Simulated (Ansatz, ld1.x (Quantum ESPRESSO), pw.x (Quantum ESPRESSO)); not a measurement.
## B: does the TM potential hold in the solid?

```
Element                 : B
Generator               : ld1.x (Quantum ESPRESSO) 7.5
Type                    : norm-conserving Troullier–Martins (Kleinman–Bylander form)
Functional              : PBE
Relativity              : scalar-relativistic
Frozen core             : [He]
Valence charge          : 3
Reference configuration : 2s1 2p2
Partial waves           : 2s (bound): rc 1.05 bohr; 3d channel at 0.35 Ry: rc 3.95 bohr; 2p (bound): rc 4.10 bohr
Local potential         : the p channel
Core correction         : a·sin(br)/r model core inside 0.60 bohr
```

Atomic tests: cutoffs needed: 18 Ry and 70 Ry (the cutoffs (Ry, on a coarse ladder) from which the occupation-weighted sum of valence levels, in a spherical-Bessel basis at the reference potential, stays within 10 and 1 mRy of its value at 400 Ry); ghost test: no extra level below or beside the all-electron valence levels (s, d, p, f tested) (spherical-Bessel basis up to 400 Ry, 20 bohr box); largest excitation error: +1317 meV (all-electron minus pseudo) for 2s1 2p0, out of 7 test configurations.

Crystal test: sc B in pw.x 7.5, no spin, 17³ k-points, Fermi–Dirac smearing 0.01 Ry, cutoffs 85/340 Ry. The reference is all-electron LAPW (Ansatz 0.2.0) with the same functional, mesh and smearing; V0 and B0 come from Birch–Murnaghan fits to the pressures at five volumes. Errors are pseudo minus all-electron; Δ is the rms difference of the E(V) curves that follow from these fits, minima aligned, over ±6 % about the mean V0. Mesh and smearing are coarse, so the numbers serve the comparison and aren't converged zero-temperature values; the lattice is a test structure that the element need not adopt.

```json
{"V (Å³/atom)": "6.385", "P all-electron (GPa)": "12.58", "P pseudo (GPa)": "274.46"}
{"V (Å³/atom)": "6.553", "P all-electron (GPa)": "5.67", "P pseudo (GPa)": "245.71"}
{"V (Å³/atom)": "6.721", "P all-electron (GPa)": "-0.49", "P pseudo (GPa)": "219.88"}
{"V (Å³/atom)": "6.889", "P all-electron (GPa)": "-5.97", "P pseudo (GPa)": "196.59"}
{"V (Å³/atom)": "7.057", "P all-electron (GPa)": "-10.85", "P pseudo (GPa)": "175.69"}
```

All-electron: a0 = 1.886 Å (V0 = 6.71 Å³/atom), B0 = 233.9 GPa.

Pseudopotential: converged, but broken (pressure over 100 GPa off). The pressure does not cross zero within the volumes sampled, so no fit is given. The largest radius (4.10 bohr) exceeds half the bond length (1.78 bohr), so the spheres overlap, which is one possible source of error among others. The free energy does not fall steadily as the cutoff rises, most likely since the density grid, which shrinks with it, is too coarse for the model core; the lower cutoffs are not converged. The logarithmic derivative shows an extra or strongly shifted pseudo pole above the reference energy (d near 2.21 Ry). A pressure error of this size marks a broken potential; the numbers have no physical meaning.

At the middle volume, how do free energy and pressure move when the wave cutoff is lowered (ecutrho kept at four times it)?

| cutoff (Ry) | shift of F (meV/atom) | shift of P (GPa) |
| --- | --- | --- |
| 38 | +62.1 | +2.09 |
| 51 | +34.0 | -2.26 |
| 68 | -6.3 | -0.26 |

The run at the middle volume (165 k-points, 6 iterations) took about 7.8 s on one core of a shared host (Neoverse-V1, 32 threads, 247 GiB, load 11).
